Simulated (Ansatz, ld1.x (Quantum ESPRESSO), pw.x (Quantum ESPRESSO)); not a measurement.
# Pb (Z = 82) (bcc): variants of one ultrasoft potential in the solid

```
Element                 : Pb
Generator               : ld1.x (Quantum ESPRESSO) 7.5
Type                    : ultrasoft
Functional              : PBE
Relativity              : scalar-relativistic
Frozen core             : [Xe] 4f14 5d10
Valence charge          : 4
Reference configuration : 6s1 6p3
Partial waves           : 6s (bound): rcut 1.80, rcutus 2.20 bohr; 6s channel at 1.55 Ry: rcut 1.80, rcutus 2.20 bohr; 6p (bound): rcut 2.30, rcutus 3.00 bohr; 6p channel at 1 Ry: rcut 2.30, rcutus 3.00 bohr; 6d channel at -0.15 Ry: rcut 2.35, rcutus 3.10 bohr
Local potential         : all-electron potential smoothed inside 2.35 bohr (lloc = -2)
Core correction         : none
Augmentation charge     : PSQ, inside the norm-conserving radii
```

Crystal test: bcc Pb in pw.x 7.5, no spin, 12³ k-points, Fermi–Dirac smearing 0.01 Ry, cutoffs set for each file from its atomic test. The reference is all-electron LAPW (Ansatz 0.2.0) with the same functional, mesh and smearing; V0 and B0 come from Birch–Murnaghan fits to the pressures at five volumes. Errors are pseudo minus all-electron; Δ is the rms difference of the E(V) curves that follow from these fits, minima aligned, over ±6 % about the mean V0. Mesh and smearing are coarse, so the numbers serve the comparison and aren't converged zero-temperature values; the lattice is a test structure that the element need not adopt.

All-electron: a0 = 4.003 Å (V0 = 32.06 Å³/atom), B0 = 38.1 GPa.

1 further variants are left out: they gave no file fit for a test, a broken result, the same result as the base, or pressures whose basis-set error rivals the error shown.

```tsv
change	cutoffs (Ry)	pw.x	a0 (Å)	a0 error (%)	B0 error (%)	Δ (meV/atom)	mean pressure error (GPa)
base	40/320	converged	4.013	+0.26	+1.2	2.2	+0.32
core correction a·sin(br)/r model core inside 1.58 bohr	40/320	converged	4.024	+0.54	-0.9	4.3	+0.64
core correction a·sin(br)/r model core inside 2.06 bohr	40/320	converged	4.022	+0.48	-0.4	3.9	+0.57
core correction a·sin(br)/r model core inside 2.62 bohr	40/320	converged	4.020	+0.44	+0.0	3.6	+0.53
```
